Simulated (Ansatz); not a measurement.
# Meshes and cutoff for the phonons of CaSe (Fm-3m)

Aim: how dense must the meshes and how high the cutoff be for the phonons of CaSe (Fm-3m)?

Main program and level: Ansatz 0.2.0; DFT PBE, scalar-relativistic, plane waves, PAW.

The database entry behind the starting cell differs from later determinations by our own check (0.1 to 0.3 % short, probably kX units), so it need not match the best structure at ambient conditions.

## (1) The structure

The structure is cubic, space group Fm-3m (No. 225). Conventional cell: a = 5.959 Å, b = 5.959 Å, c = 5.959 Å, α = 90.00°, β = 90.00°, γ = 90.00°. Nearest to Ca lie 6 Se at 2.98 Å. Nearest to Se lie 6 Ca at 2.98 Å. Farther neighbours and most contacts between anions are not listed.

## (2) Tight relaxation

Phonons need a cell at rest on their own settings, so the relaxation is repeated with tight tolerances on forces and stress, using the mesh and the filling of the phonon run that follows.

The input, input.yaml:

```yaml
crystal:
  lattice:
    - [0.0, 2.9793658347, 2.9793658347]
    - [2.9793658347, 0.0, 2.9793658347]
    - [2.9793658347, 2.9793658347, 0.0]
  atoms:
    - { symbol: Ca, position: [0.0, 0.0, 0.0] }
    - { symbol: Se, position: [0.5, 0.5, 0.5] }
kpoints:
  mp_grid: { grid: [8, 8, 8] }
hamiltonian:
  xc: pbe
scf:
  occupations: { method: fixed }
output:
  forces: true
  stress: true
  eigenvalues: true
relax:
  adjacent_minimum: "off"
  f_tol: 0.001
  max_steps: 60
  cell: { stress_tol: 0.01 }
```

The run is started by

```
ansatz run input.yaml --threads 4 --pin off --max-ram 7168MiB --backend cpu --events-out ev --progress --plain --runs-dir out
```

Numbers of over 12 decimals in the logs are rounded to 6 here.

The program printed:

```text
Engine: ansatz 0.2.0, aarch64-unknown-linux-gnu
Pseudopotentials: kind: paw
Pseudopotential: Ca, paw, valence charge 10, recommended cutoff 420 eV (normal), Ca.paw.azcp
Pseudopotential: Se, paw, valence charge 16, recommended cutoff 420 eV (normal), Se.paw.azcp
Functional definition: PBE
  parameter kappa = 0.804
  parameter beta = 0.066725
  exchange = pbe_x(kappa = kappa, mu = beta*pi^2/3)
[...]
--- Relaxed structure (2 steps of the walk, 2 accepted, 1 SCFs on fresh bases) ---
  F+E_penalty+E_count = -7290.00303592 eV   max|allowed force component| = 5.423e-31 eV/Å   (the final SCF, on the basis selected at the relaxed cell)
  cell:  # Å, volume = 52.8721 Å³
    - [0, 2.978966, 2.978966]
    - [2.978966, 0, 2.978966]
    - [2.978966, 2.978966, 0]
  atoms:
    - { symbol: Ca, position: [0, 0, 0] }
    - { symbol: Se, position: [0.5, 0.5, 0.5] }
[key lines of the parts left out:]
SCF converged after 5 iterations
Free energy (F): -7290.003036 eV
Fermi energy:    6.830708 eV
P = ⅓ Tr σ = 0.0047 GPa (0.047 kbar)
```

Elapsed: 1.7 s, on 4 threads of Arm Neoverse V1, shared host; peak memory 0.34 GiB.

Little changed from the start: no atom moved by 0.005 Å and no cell edge by 0.1 %.

This step gave:

| Item | Value |
| --- | --- |
| pressure | 0.004668 GPa |
| gap on the k-mesh | 2.083 eV |
| volume per atom | 26.44 Å³ |
| direct gap on mesh | 2.995 eV |

The forces vanish by symmetry and the pressure is 0.005 GPa, within the tolerances set. The cell now holds 26.44 Å³/atom.

## (3) The dispersion

Stability and thermal properties need the whole zone. Linear response on a 4×4×4 q mesh gives force constants as far as a supercell of that size would, and the tensors from the zone-centre run are typed in so that the long-range dipole term is interpolated apart.

The input, input.yaml:

```yaml
crystal:
  lattice:
    - [0.0, 2.9789659855, 2.9789659855]
    - [2.9789659855, 0.0, 2.9789659855]
    - [2.9789659855, 2.9789659855, 0.0]
  atoms:
    - { symbol: Ca, position: [0.0, 0.0, 0.0] }
    - { symbol: Se, position: [0.5, 0.5, 0.5] }
kpoints:
  mp_grid: { grid: [8, 8, 8] }
hamiltonian:
  xc: pbe
scf:
  occupations: { method: fixed }
output:
  eigenvalues: true
phonons:
  method: dfpt
  qmesh: [4, 4, 4]
  temperatures: { t_max: 1000, t_step: 50 }
  qpath:
    path:
      - [[0.0, 0.0, 0.0], [0.5, 0.0, 0.5], [0.625, 0.25, 0.625]]
      - [[0.375, 0.375, 0.75], [0.0, 0.0, 0.0], [0.5, 0.5, 0.5], [0.5, 0.25, 0.75], [0.5, 0.0, 0.5]]
    npoints: 10
  non_analytic_term:
    high_frequency_dielectric_tensor: [[5.6237, 0.0, 0.0], [0.0, 5.6237, 0.0], [0.0, 0.0, 5.6237]]
    born_effective_charges:
      - { species: Ca, tensor: [[2.3781, 0.0, 0.0], [0.0, 2.3781, 0.0], [0.0, 0.0, 2.3781]] }
      - { species: Se, tensor: [[-2.3781, 0.0, 0.0], [0.0, -2.3781, 0.0], [0.0, 0.0, -2.3781]] }
    source: "zone-centre run at this cell"
```

The program printed:

```text
[...]
Crystal: 2 atoms, lattice volume = 52.872 Å³
Basis set: ecut = 420 eV, 1037 PW (Γ), exchange–correlation on 60×60×60 points (8 copies of the dense FFT grid, shifted against one another)
Bands: 17, of which v1, the nominal top of the filled ones, is band 13 counted from 1 (12 counted from 0)
Symmetry: 48 space group operations
k-points: 29 of 512
[...]
SCF iter   1: F=—  HF=-7290.003232 eV  |F-HF|=—  |Δ(HF+E_count)|=         —  Δρ=5.42e-4  dr2=1.56e-4  ethr=1.77e-3  ⟨swp⟩=4.1  Hψ=2372  notcnv=0  defer=12
[...]
SCF iter   9: F=-7290.003036 eV  HF=-7290.003036 eV  |F-HF|=1.82e-12  |Δ(HF+E_count)|=  5.91e-11  Δρ=4.78e-8  dr2=2.15e-12  ethr=1.00e-12  ⟨swp⟩=5.5  Hψ=2965  notcnv=0
SCF 1 converged in 9 iterations: F = -7290.003036 eV  dr2 = 2.15e-12
[...]
NSCF: frozen V_eff on 29 k-points
[...]
DFPT response loops at q = (0, 0, 0) (fractional): preconditioner auto → none (the input reference at scf.mixing.eps_inf says where Resta's filter doesn't serve); β = 0.50; Broyden in place of MSR1
[...]
SCF converged after 9 iterations
Free energy (F): -7290.003036 eV
[...]
Internal energy: -7290.003036 eV  (E = F + TS)
E sigma→0 (E₀):  -7290.003036 eV
Fermi energy:    6.830707 eV
[...]
--- Band table (eV; the first three rows and the last of 29) ---
  k-point 0: bands = [... 9 lower, -4.8930, 6.8307, 6.8307, 6.8307, 10.0626, 10.5482, 10.5482, 10.5482]
  k-point 1: bands = [... 9 lower, -4.8058, 6.0814, 6.6029, 6.6029, 10.4119, 10.7529, 10.7529, 11.0667]
  k-point 2: bands = [... 9 lower, -4.5847, 4.8773, 6.1620, 6.1620, 10.5422, 11.2532, 11.2532, 12.4398]
  k-point 28: bands = [... 9 lower, -4.2590, 4.9013, 4.9013, 5.2077, 11.2148, 11.2148, 12.0196, 12.4833]
--- Phonons (Γ-DFPT): 2 representative perturbations + reference (Σ response iterations 6) ---
  ASR residual: 4.383e-5 → 0.000e0 eV/Å²; symmetrization residual: 3.431e-6 eV/Å²
  ASR residual per site (eV/Å²): 1.71e-5 4.38e-5
  Γ frequencies (cm⁻¹): 0.00 0.00 0.00 169.19 169.19 169.19
--- Phonons (arbitrary-q DFPT): 8 irreducible q on the 4×4×4 mesh ---
  q = [0.0000, 0.0000, 0.0000] (star 1, of the zone-centre solve; hermiticity 2.45e-6, symmetrization 9.30e-12): -0.00 -0.00 0.00 169.19 169.19 169.19
  q = [0.0000, 0.0000, 0.2500] (star 8, 2 solved perturbations on 288 of 512 k-point pairs; hermiticity 1.47e-6, symmetrization 2.93e-12): 71.99 71.99 105.56 162.39 162.39 250.80
[...]
q = [0.0000, 0.2500, 0.2500] (star 6, 4 solved perturbations in 528 linear systems a pass and spin channel, the states on 164 of 512 k-point pairs; hermiticity 1.20e-6, symmetrization 2.95e-13): 61.90 61.90 126.54 172.60 172.60 204.61
[...]
sum rule: each row above includes the acoustic sum rule's correction from the zone centre's row sums; it moved no ω² by more than (0.39 cm⁻¹)²
  mesh force constants: q→R imaginary residual 3.66e-18; ASR residual 4.383e-5 → 0.000e0 eV/Å²; symmetrization residual 3.553e-15 eV/Å²
  interpolated dispersion: 63 rows × 6 modes
  density of states and harmonic sums: on the 20×20×20 q-mesh, interpolated from the force constants of a 4×4×4 supercell (with the dipole–dipole term of supplied tensors)
  largest difference from the sums on the solved wave vectors: F 1.23e-2 eV, S 1.63e-5 and C_V 4.00e-6 eV/K
  zero-point energy: 0.053440 eV/cell   skipped modes (ω ≤ 0): 3   left out of the sums: 6.25e-5 of the cell's modes: C_V's classical limit lies that fraction below 3 k_B per atom; for a crystal, a wire or a layer, F and S can be off by more, and a phonons.interpolated_qmesh denser along its periods is the remedy for the sampling
```

Run time: 1.8 min. Hardware: 4 threads; peak memory 1.3 GiB.

In the SCF lines HF is the Harris–Foulkes energy and dr2 the Hartree energy of the density residual, in eV; the loop may stop once dr2 is under the threshold and the program's other checks hold. Hψ counts applications of the Hamiltonian.

Numbers from this step:

| Property | Result |
| --- | --- |
| sum-rule residual before enforcement | 4.38e-5 eV/Å² |
| lowest frequency on the path | 0 cm⁻¹ |
| point group | m-3m |
| highest frequency on the path or at a solved wavevector | 252.6 cm⁻¹ |
| mean frequency | 143.7 cm⁻¹ |
| Debye temperature (second moment) | 280 K |
| logarithmic mean frequency | 135.6 cm⁻¹ |
| highest optical mode at the zone centre (no LO-TO term) | 169.2 cm⁻¹ |
| lowest optical zone-centre mode | 169.2 cm⁻¹ |
| lowest mode on the q mesh (acoustic modes at Γ apart) | 61.9 cm⁻¹ |
| zero-point energy per atom | 26.72 meV |
| heat capacity at 300 K | 23.89 J/(mol atoms K) |
| vibrational entropy at 300 K | 36.21 J/(mol atoms K) |

Frequencies (cm⁻¹) solved at each irreducible wavevector; negative means imaginary. Frequencies by wavevector, by row:

| q in reciprocal lattice units | star | mode 1 | mode 2 | mode 3 | mode 4 | mode 5 | mode 6 |
| --- | --- | --- | --- | --- | --- | --- | --- |
| 0 0 0 | 1 | 0 | 0 | 0 | 169.2 | 169.2 | 169.2 |
| 0 0 0.25 | 8 | 72 | 72 | 105.6 | 162.4 | 162.4 | 250.8 |
| 0 0 -0.5 | 4 | 114.3 | 114.3 | 145 | 145 | 153.8 | 246.8 |
| 0 0.25 0.25 | 6 | 61.9 | 61.9 | 126.5 | 172.6 | 172.6 | 204.6 |
| 0 0.25 -0.5 | 24 | 95.6 | 116 | 126.5 | 162.8 | 171.1 | 206.4 |
| 0 0.25 -0.25 | 12 | 91.1 | 113.1 | 141.8 | 144.8 | 177.2 | 217.4 |
| 0 -0.5 -0.5 | 3 | 81.7 | 81.7 | 121.3 | 174.6 | 174.6 | 184.6 |
| 0.25 -0.5 -0.25 | 6 | 107.1 | 107.1 | 129.7 | 173.1 | 180.4 | 180.4 |

Interpolated from a 4×4×4 q mesh, with the LO-TO term (at Γ the limit along the path; where Γ stands inside the path, tables give the limit on arrival). Phonon branches along the path, in cm⁻¹:

| point | branch 1 | branch 2 | branch 3 | branch 4 | branch 5 | branch 6 |
| --- | --- | --- | --- | --- | --- | --- |
| Γ | 0 | 0 | 0 | 169 | 169 | 253 |
| halfway | 62 | 62 | 126 | 173 | 173 | 205 |
| X | 82 | 82 | 121 | 175 | 175 | 185 |
| halfway | 87 | 96 | 120 | 172 | 180 | 184 |
| U | 99 | 115 | 123 | 164 | 182 | 191 |
| jump to K | 99 | 115 | 123 | 164 | 182 | 191 |
| halfway | 73 | 93 | 122 | 151 | 177 | 234 |
| Γ | 0 | 0 | 0 | 169 | 169 | 253 |
| halfway | 72 | 72 | 106 | 162 | 162 | 251 |
| L | 114 | 114 | 145 | 145 | 154 | 247 |
| halfway | 110 | 115 | 135 | 155 | 170 | 215 |
| W | 107 | 107 | 130 | 173 | 180 | 180 |
| halfway | 91 | 106 | 118 | 176 | 177 | 183 |
| X | 82 | 82 | 121 | 175 | 175 | 185 |

The phonon branches as a text plot (rows in cm⁻¹):

```
    247 |***                      *****************
    237 |   *                   **                 **
    226 |    **                *                     *
    216 |                    **                       *
    205 |      *            *                          *
    195 |                 **                            *
    184 |       * **********                             ********
    174 |****************   *************             ***********
    163 |                **       ****   *****     *** **
    153 |                  **   **            ***** ***
    142 |       **         *****               *******
    132 |      *  **           *              *       ******
    121 |           *******     *            *              *****
    111 |    **         * ******            *   **************
    100 |              * ** *    *             *           ** *
     89 |              **    ****          *  *              ***
     79 |   *    ******          ***         *                 **
     68 |       *               *         * *
     58 |  * ***                 ****      *
     47 |   *                     **     **
     37 |                           *
     26 | **                         *  **
     16 | *                          *  *
      5 |*                            **
         Γ           X  U|K            Γ         L        W     X
```

Symmetry leaves 8 wavevectors to solve. The lowest mode among them, the acoustic zeros apart, lies at q = (0, 0.25, 0.25) and is real, 61.9 cm⁻¹.

## (4) Another q mesh, q mesh 2×2×2

The q mesh is changed to 2×2×2, to see how far the force constants must reach.

input.yaml, as its differences from that of step 3:

```diff
@@ -18,3 +18,3 @@
   method: dfpt
-  qmesh: [4, 4, 4]
+  qmesh: [2, 2, 2]
   temperatures: { t_max: 1000, t_step: 50 }
```

The program printed:

```text
[...]
Crystal: 2 atoms, lattice volume = 52.872 Å³
Basis set: ecut = 420 eV, 1037 PW (Γ), exchange–correlation on 60×60×60 points (8 copies of the dense FFT grid, shifted against one another)
Bands: 17, of which v1, the nominal top of the filled ones, is band 13 counted from 1 (12 counted from 0)
Symmetry: 48 space group operations
k-points: 29 of 512
[...]
SCF iter   1: F=—  HF=-7290.003232 eV  |F-HF|=—  |Δ(HF+E_count)|=         —  Δρ=5.42e-4  dr2=1.56e-4  ethr=1.77e-3  ⟨swp⟩=4.1  Hψ=2372  notcnv=0  defer=12
[...]
SCF iter   9: F=-7290.003036 eV  HF=-7290.003036 eV  |F-HF|=1.82e-12  |Δ(HF+E_count)|=  5.91e-11  Δρ=4.78e-8  dr2=2.15e-12  ethr=1.00e-12  ⟨swp⟩=5.5  Hψ=2965  notcnv=0
SCF 1 converged in 9 iterations: F = -7290.003036 eV  dr2 = 2.15e-12
[...]
SCF converged after 9 iterations
Free energy (F): -7290.003036 eV
[...]
Internal energy: -7290.003036 eV  (E = F + TS)
E sigma→0 (E₀):  -7290.003036 eV
Fermi energy:    6.830707 eV
[...]
--- Band table (eV; the first three rows and the last of 29) ---
  k-point 0: bands = [... 9 lower, -4.8930, 6.8307, 6.8307, 6.8307, 10.0626, 10.5482, 10.5482, 10.5482]
  k-point 1: bands = [... 9 lower, -4.8058, 6.0814, 6.6029, 6.6029, 10.4119, 10.7529, 10.7529, 11.0667]
  k-point 2: bands = [... 9 lower, -4.5847, 4.8773, 6.1620, 6.1620, 10.5422, 11.2532, 11.2532, 12.4398]
  k-point 28: bands = [... 9 lower, -4.2590, 4.9013, 4.9013, 5.2077, 11.2148, 11.2148, 12.0196, 12.4833]
[...]
ASR residual: 4.383e-5 → 0.000e0 eV/Å²; symmetrization residual: 3.431e-6 eV/Å²
  ASR residual per site (eV/Å²): 1.71e-5 4.38e-5
  Γ frequencies (cm⁻¹): 0.00 0.00 0.00 169.19 169.19 169.19
--- Phonons (arbitrary-q DFPT): 3 irreducible q on the 2×2×2 mesh ---
[...]
interpolated dispersion: 63 rows × 6 modes
[...]
```

The job ended after 20 s (4 threads; peak memory 0.64 GiB).

This step gave:

```
mean frequency                                        : 144 cm⁻¹
Debye temperature (second moment)                     : 281 K
logarithmic mean frequency                            : 135.9 cm⁻¹
lowest mode on the q mesh (acoustic modes at Γ apart) : 81.65 cm⁻¹
zero-point energy per atom                            : 26.78 meV
heat capacity at 300 K                                : 23.88 J/(mol atoms K)
vibrational entropy at 300 K                          : 36.16 J/(mol atoms K)
```

Frequencies (cm⁻¹) solved at each irreducible wavevector; negative means imaginary. Frequencies by wavevector, by row:

| q in reciprocal lattice units | star | mode 1 | mode 2 | mode 3 | mode 4 | mode 5 | mode 6 |
| --- | --- | --- | --- | --- | --- | --- | --- |
| 0 0 0 | 1 | 0 | 0 | 0 | 169.2 | 169.2 | 169.2 |
| 0 0 -0.5 | 4 | 114.3 | 114.3 | 145 | 145 | 153.8 | 246.8 |
| 0 -0.5 -0.5 | 3 | 81.7 | 81.7 | 121.3 | 174.6 | 174.6 | 184.6 |

Interpolated from a 2×2×2 q mesh, rough between the solved points, with the LO-TO term (at Γ the limit along the path; where Γ stands inside the path, tables give the limit on arrival). The phonon branches at the labelled points (cm⁻¹):

| point | branch 1 | branch 2 | branch 3 | branch 4 | branch 5 | branch 6 |
| --- | --- | --- | --- | --- | --- | --- |
| Γ | 0 | 0 | 0 | 169 | 169 | 253 |
| halfway | 67 | 67 | 126 | 178 | 178 | 210 |
| X | 82 | 82 | 121 | 175 | 175 | 185 |
| halfway | 84 | 95 | 119 | 172 | 178 | 186 |
| U | 92 | 114 | 120 | 162 | 188 | 189 |
| jump to K | 92 | 114 | 120 | 162 | 188 | 189 |
| halfway | 77 | 96 | 122 | 142 | 183 | 235 |
| Γ | 0 | 0 | 0 | 169 | 169 | 253 |
| halfway | 75 | 75 | 108 | 160 | 160 | 250 |
| L | 114 | 114 | 145 | 145 | 154 | 247 |
| halfway | 106 | 108 | 136 | 154 | 171 | 220 |
| W | 106 | 106 | 121 | 166 | 185 | 185 |
| halfway | 90 | 102 | 117 | 171 | 179 | 186 |
| X | 82 | 82 | 121 | 175 | 175 | 185 |

The phonon branches as a text plot (rows in cm⁻¹):

```
    247 |***                      *****************
    237 |   *                   **                 **
    226 |    **                *                     *
    216 |                    **                       **
    205 |      *            *                           *
    195 |       *          *
    184 |        *****************                      *********
    174 |****************         *******             **     ****
    163 |                **       ****   ****       **  *****
    153 |                  *     *           ***********
    142 |       **          *** *              *******
    132 |         **       * ***              *       ***
    121 |      *    ***** *     *            *           ***  ***
    111 |    **          ******* *          *  ***************
    100 |              **  **** *             *         *  ** *
     89 |   *           ***    *           * *               ***
     79 |        *******        ****        *                  **
     68 |      **                *        *
     58 |  * **                   ***      *
     47 |   *                     **     **
     37 |  *                        *    *
     26 | *                          *  *
     16 | *                          *  *
      5 |*                            **
         Γ           X  U|K            Γ         L        W     X
```

The mean frequency is 144.0 cm⁻¹, +0.3 cm⁻¹ against the base run.

On this path the spectrum ends at 253 cm⁻¹ (at Γ). No branch goes imaginary on this path.

## (5) Another q mesh, k-mesh 9×9×9, q mesh 3×3×3

The q mesh is changed to 3×3×3, to see how far the force constants must reach; the k mesh is 9×9×9, against 8×8×8 in the base run, so that the q mesh divides it.

input.yaml, as its differences from that of step 4:

```diff
@@ -9,3 +9,3 @@
 kpoints:
-  mp_grid: { grid: [8, 8, 8] }
+  mp_grid: { grid: [9, 9, 9] }
 hamiltonian:
@@ -18,3 +18,3 @@
   method: dfpt
-  qmesh: [2, 2, 2]
+  qmesh: [3, 3, 3]
   temperatures: { t_max: 1000, t_step: 50 }
```

The program printed:

```text
[...]
Crystal: 2 atoms, lattice volume = 52.872 Å³
Basis set: ecut = 420 eV, 1037 PW (Γ), exchange–correlation on 60×60×60 points (8 copies of the dense FFT grid, shifted against one another)
Bands: 17, of which v1, the nominal top of the filled ones, is band 13 counted from 1 (12 counted from 0)
Symmetry: 48 space group operations
k-points: 35 of 729
[...]
k-point 34: bands = [... 9 lower, -4.2624, 4.6541, 5.0467, 5.3426, 10.8875, 11.5406, 12.0867, 12.5908]
[...]
ASR residual: 1.358e-5 → 0.000e0 eV/Å²; symmetrization residual: 4.936e-6 eV/Å²
  ASR residual per site (eV/Å²): 1.06e-5 1.36e-5
  Γ frequencies (cm⁻¹): 0.00 0.00 0.00 169.21 169.21 169.21
--- Phonons (arbitrary-q DFPT): 4 irreducible q on the 3×3×3 mesh ---
[...]
interpolated dispersion: 63 rows × 6 modes
[...]
[key lines of the parts left out:]
SCF converged after 9 iterations
Free energy (F): -7290.003085 eV
Fermi energy:    6.830640 eV
```

Run time: 67 s. Hardware: 4 threads; peak memory 1.1 GiB; 4.3 min of CPU time.

The mean frequency is 143.6 cm⁻¹, -0.1 cm⁻¹ against the base run, whose k mesh differs too.

(Continued in part 2 of 4.)

[Logs are printed without paths, hosts, clocks, repeated set-up lines and the standing remarks that a program may print on its own settings, such as how far it seeks lower states.]

[Hosts, paths, dates, database ids (printed as entryN), source tags and the programs' standing remarks are cut or masked in the printed files.]
